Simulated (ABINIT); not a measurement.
Set up this calculation in ABINIT 10.8.3 (patched build), as the native input.

```
Task                : single point
Functional          : PBE
Potentials or basis : Ansatz NC PBE
Cutoff              : 490 eV
k mesh              : 11 × 11 × 11
Occupations         : fermi-dirac, width 0.05 eV
Spin                : no spin polarisation
```

The system is Si.

```
Si
1.0
    -2.37137    2.37137    1.32927
     2.37137   -2.37137    1.32927
     2.37137    2.37137   -1.32927
Si
2
Cartesian
  0.0000 0.0000 1.3293
  2.3714 0.0000 0.6646
```

This isn't the form of Si at room conditions, which is diamond.

The input as run:

run.abi

```
# Pseudopotentials
pp_dirpath "./"
pseudos "Si.upf"

# Structure
acell 6.8171093202 6.8171093202 6.8171093202
rprim
    -0.6573525500     0.6573525500     0.3684769329
     0.6573525500    -0.6573525500     0.3684769329
     0.6573525500     0.6573525500    -0.3684769329
ntypat 1
znucl 14
natom 2
typat 1 1
xcart
     0.0000000000     0.0000000000     1.3292653899
     2.3713723045     0.0000000000     0.6646326950 Angstrom

# Plane-wave basis
ecut 18.0

# k points
kptopt 1
ngkpt 11 11 11
nshiftk 1
shiftk 0.0 0.0 0.0

# Exchange and correlation
ixc 11

# Bands and occupations
nband 8
occopt 3
tsmear 0.00183747

# SCF cycle
nstep 100
tolvrs 1.0e-10

# Output
iomode 3
prtwf 0
prteig 0
prtebands 0
enunit 2
prtden 1
prtvha 1
prtvclmb 1
prtpot 1
prtelf 1
```

Potentials or basis: Ansatz NC PBE.

Run with:

```sh
$ abinit run.abi > log 2>&1
```

It gave:

The pressure is 3.2 GPa, the band gap on the k mesh is none (metal or under the smearing width) and the valence electrons inside the program's atomic spheres are Si 1.73, 1.74 (radii [1.0584] Å).

Wall time 15 s on 1 thread of Arm Neoverse V2, on a shared host, peak memory 0.07 GiB.
